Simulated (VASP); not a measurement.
Input and output of a VASP GW calculation on PBE orbitals on KCl (rocksalt)

INCAR, step 1 (ground state)

```
NELM = 120
SIGMA = 0.01
PREC = Accurate
LWAVE = .TRUE.
LCHARG = .FALSE.
EDIFF = 1E-7
ISMEAR = 0
LREAL = .FALSE.
GGA = PE
ENCUT = 450
LASPH = .TRUE.
```

INCAR, step 2 (empty bands)

```
NELM = 1
ALGO = Exact
PREC = Accurate
LREAL = .FALSE.
ISMEAR = 0
LWAVE = .TRUE.
ISTART = 1
EDIFF = 1E-7
GGA = PE
ENCUT = 450
LASPH = .TRUE.
NBANDS = 468
LCHARG = .FALSE.
SIGMA = 0.01
LOPTICS = .TRUE.
```

INCAR, step 3 (GW)

```
NBANDSGW = 16
LASPH = .TRUE.
PRECFOCK = Fast
ALGO = EVGW0
ISMEAR = 0
NELMGW = 1
LWAVE = .FALSE.
ISTART = 1
ENCUTGWSOFT = 220
NELM = 120
LREAL = .FALSE.
NBANDS = 468
EDIFF = 1E-7
ENCUTGW = 220
PREC = Accurate
SIGMA = 0.01
GGA = PE
LCHARG = .FALSE.
NOMEGA = 64
ENCUT = 450
```

KPOINTS

```
KPOINTS created by Atomic Simulation Environment
0
Gamma
4 4 4
0 0 0
```

POSCAR

```
K  Cl
 1.0000000000000000
     0.0000000000000000    3.1448483195468158    3.1448483195468158
     3.1448483195468158    0.0000000000000000    3.1448483195468158
     3.1448483195468158    3.1448483195468158    0.0000000000000000
 K   Cl
   1   1
Cartesian
 -0.0000000000000000 -0.0000000000000000 -0.0000000000000000
  3.1448483195468158  3.1448483195468158  3.1448483195468158
```

VASP ran with the GW set of PAW datasets (16 valence electrons in the cell).

Command

```
mpirun -np 1 vasp_std
```

From OUTCAR

```
k-points           NKPTS =      8   k-points in BZ     NKDIM =     64   number of bands    NBANDS=    468

   NELECT =      16.0000    total number of electrons

   dimension x,y,z NGX =    32 NGY =   32 NGZ =   32
   dimension x,y,z NGXF=    64 NGYF=   64 NGZF=   64

  energy-cutoff  :      450.00
  volume of cell :       62.21
      direct lattice vectors                 reciprocal lattice vectors
     0.000000000  3.144848320  3.144848320    -0.158990180  0.158990180  0.158990180
     3.144848320  0.000000000  3.144848320     0.158990180 -0.158990180  0.158990180
     3.144848320  3.144848320  0.000000000     0.158990180  0.158990180 -0.158990180

 k-points in reciprocal lattice and weights: KPOINTS created by Atomic Simulation Env
   0.00000000  0.00000000  0.00000000       0.016
   0.25000000  0.00000000  0.00000000       0.125
   0.50000000  0.00000000  0.00000000       0.062
   0.25000000  0.25000000  0.00000000       0.094
   0.50000000  0.25000000  0.00000000       0.375
  -0.25000000  0.25000000  0.00000000       0.188
   0.50000000  0.50000000  0.00000000       0.047
  -0.25000000  0.50000000  0.25000000       0.094

 QP shifts <psi_nk| G(iteration)W_0 |psi_nk>: iteration 1
 for sc-GW calculations column KS-energies equals QP-energies in previous step
 and V_xc(KS)=  KS-energies - (<T + V_ion + V_H > + <T+V_H+V_ion>^1  + <V_x>^1)

 k-point   1 :       0.0000    0.0000    0.0000
  band No.  KS-energies  QP-energies   sigma(KS)   V_xc(KS)     V^pw_x(r,r')   Z            occupation Imag(sigma)

      1     -27.8198     -29.9360     -21.9093     -18.5116     -30.7348       0.6228       2.0000       0.5483
      2     -12.7530     -14.6945     -17.7587     -15.1907     -24.3590       0.7560       2.0000       1.2525
      3     -11.2807     -14.7122     -22.0681     -17.8344     -24.6909       0.8105       2.0000       0.0786
      4     -11.2807     -14.7122     -22.0681     -17.8344     -24.6909       0.8105       2.0000       0.0786
      5     -11.2807     -14.7122     -22.0681     -17.8344     -24.6909       0.8105       2.0000       0.0786
      6      -0.6319      -2.9059     -17.0619     -14.1924     -18.6382       0.7925       2.0000       0.0594
      7      -0.6319      -2.9059     -17.0619     -14.1924     -18.6382       0.7925       2.0000       0.0594
      8      -0.6319      -2.9059     -17.0619     -14.1924     -18.6382       0.7925       2.0000       0.0594
      9       4.5629       5.2064      -6.1260      -6.8722      -3.1645       0.8624       0.0000      -0.0581
     10       7.7338       9.3038      -7.0041      -8.8405      -3.8952       0.8549       0.0000      -0.0650
     11       7.7338       9.3038      -7.0041      -8.8405      -3.8952       0.8549       0.0000      -0.0650
     12       7.7338       9.3038      -7.0041      -8.8405      -3.8952       0.8549       0.0000      -0.0650
     13       8.5925      10.6074      -8.3151     -10.6822      -5.0664       0.8512       0.0000      -0.0650
     14       8.5925      10.6074      -8.3151     -10.6822      -5.0664       0.8512       0.0000      -0.0650
     15      12.3429      12.5252      -4.0645      -4.2878      -0.6811       0.8162       0.0000      -0.1739
     16      15.3711      18.2506     -10.2750     -13.8464      -6.0419       0.8062       0.0000      -0.1819

 k-point   2 :       0.2500    0.0000    0.0000
  band No.  KS-energies  QP-energies   sigma(KS)   V_xc(KS)     V^pw_x(r,r')   Z            occupation Imag(sigma)

      1     -27.8145     -29.9296     -21.9147     -18.5210     -30.7426       0.6232       2.0000       0.5442
      2     -12.8520     -14.8973     -17.9954     -15.2556     -24.2990       0.7465       2.0000       1.1590
      3     -11.2854     -14.7138     -22.0568     -17.8250     -24.6773       0.8102       2.0000       0.0766
      4     -11.2854     -14.7138     -22.0568     -17.8250     -24.6773       0.8102       2.0000       0.0766
      5     -11.1547     -14.4000     -21.8409     -17.7974     -24.7497       0.8026       2.0000       0.1491
      6      -1.2191      -3.5560     -16.0800     -13.1313     -17.6936       0.7925       2.0000       0.0630
      7      -0.8007      -3.0875     -16.8219     -13.9345     -18.4188       0.7920       2.0000       0.0610
      8      -0.8007      -3.0875     -16.8219     -13.9345     -18.4188       0.7920       2.0000       0.0610
      9       5.8175       6.5335      -6.7350      -7.5730      -3.7061       0.8544       0.0000      -0.0602
     10       7.5264       8.7983      -6.8125      -8.3077      -3.7270       0.8507       0.0000      -0.0665
     11       8.4802      10.1648      -7.2825      -9.2668      -4.0625       0.8490       0.0000      -0.0703
     12       8.4802      10.1648      -7.2825      -9.2668      -4.0625       0.8490       0.0000      -0.0703
     13       9.3797      11.4492      -8.6575     -11.1104      -5.2868       0.8437       0.0000      -0.0711
     14       9.3797      11.4492      -8.6575     -11.1104      -5.2868       0.8437       0.0000      -0.0711
     15      12.8650      14.9815      -8.3312     -10.8993      -4.5443       0.8241       0.0000      -0.1219
     16      13.6465      15.8893      -8.9194     -11.6551      -5.0030       0.8198       0.0000      -0.1272

 k-point   3 :       0.5000    0.0000    0.0000
  band No.  KS-energies  QP-energies   sigma(KS)   V_xc(KS)     V^pw_x(r,r')   Z            occupation Imag(sigma)

      1     -27.8091     -29.9245     -21.9203     -18.5305     -30.7505       0.6240       2.0000       0.5397
      2     -12.9387     -15.0750     -18.1548     -15.2910     -24.2479       0.7460       2.0000       1.0902
      3     -11.2900     -14.7147     -22.0459     -17.8158     -24.6638       0.8096       2.0000       0.0745
      4     -11.2900     -14.7147     -22.0459     -17.8158     -24.6638       0.8096       2.0000       0.0745
      5     -11.0403     -14.1432     -21.6945     -17.7927     -24.8017       0.7952       2.0000       0.1938
      6      -1.6867      -4.0886     -15.5393     -12.4987     -17.2325       0.7899       2.0000       0.0668
      7      -0.9580      -3.2529     -16.6200     -13.7123     -18.2410       0.7892       2.0000       0.0628
      8      -0.9580      -3.2529     -16.6200     -13.7123     -18.2410       0.7892       2.0000       0.0628
      9       6.9451       7.6650      -6.0491      -6.8901      -3.0696       0.8561       0.0000      -0.0641
     10       7.9770       9.1991      -7.8188      -9.2831      -4.5375       0.8346       0.0000      -0.0744
     11       9.8732      12.1002      -8.4531     -11.1169      -4.9306       0.8360       0.0000      -0.0831
     12       9.8732      12.1002      -8.4531     -11.1169      -4.9306       0.8360       0.0000      -0.0831
     13      10.6949      11.8606      -7.0153      -8.3993      -3.6690       0.8423       0.0000      -0.0785
     14      10.6949      11.8606      -7.0153      -8.3993      -3.6690       0.8423       0.0000      -0.0785
     15      11.3259      14.1930     -10.1002     -13.5916      -6.3192       0.8212       0.0000      -0.0910
     16      11.3259      14.1930     -10.1002     -13.5916      -6.3192       0.8212       0.0000      -0.0910

 ...
```

| Property | Result |
| --- | --- |
| PBE gap on the mesh | 5.19 eV |
| G₀W₀ gap on the mesh | 8.11 eV |

These GW values are short of the basis and mesh limit.

The run (its last step) took about 19 min on one core of a shared host (Intel Xeon Platinum 8488C) and held 1.3 GiB at most.
